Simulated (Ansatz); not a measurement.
Runs of Ansatz 0.2.0 on Hf. Symmetry: Fm-3m, No. 225, cubic system. The conventional cell has a = 4.440 Å, b = 4.440 Å, c = 4.440 Å, α = 90.00°, β = 90.00°, γ = 90.00°. Hf (site symmetry m-3m) is surrounded by 12 Hf at 3.14 Å. This isn't the form of Hf at room conditions, which is hcp.

```tsv
task	potentials or basis	k mesh	cutoff (eV)	smearing	basis error allowed	pressure (GPa)	V0 of scaled cells (Å³/atom)	B0 (GPa)
band structure	all-electron PAW datasets made for the crystal	10 × 10 × 10	400	fermi-dirac 0.05 eV	-	-1.7	-	-
band structure	all-electron LAPW, non-relativistic	10 × 10 × 10	207	fermi-dirac 0.05 eV	0.001 eV/atom	2.1	-	-
band structure	all-electron LAPW, scalar-relativistic	8 × 8 × 8	211	fermi-dirac 0.05 eV	0.001 eV/atom	-1.5	-	-
equation of state	all-electron LAPW, scalar-relativistic	10 × 10 × 10	-	fermi-dirac 0.05 eV	0.0005 eV/atom	-	21.55	111
band structure	all-electron LAPW, inner shells corrected to Dirac's equation	10 × 10 × 10	211	fermi-dirac 0.05 eV	0.001 eV/atom	(a)	-	-
band structure	all-electron LAPW, scalar-relativistic	10 × 10 × 10	211	fermi-dirac 0.05 eV	0.001 eV/atom	-1.7	-	-
equation of state	all-electron LAPW, scalar-relativistic	10 × 10 × 10	-	fermi-dirac 0.05 eV	0.001 eV/atom	-	21.55	111
single point	all-electron LAPW, scalar-relativistic	10 × 10 × 10	211	gaussian 0.02 eV	0.001 eV/atom	-1.8	-	-
```

Alike in all rows: level PBEsol; no spin polarisation; cell as given.

Question: Estimate the missing entries.

Answer: (a) -1.6.

Caveats: relativity is left out, which matters for the heavier elements (some runs); the k mesh is thin for a metal, which can move the energy by tens of meV per atom (some runs).

Not every run made on this cell is shown here.
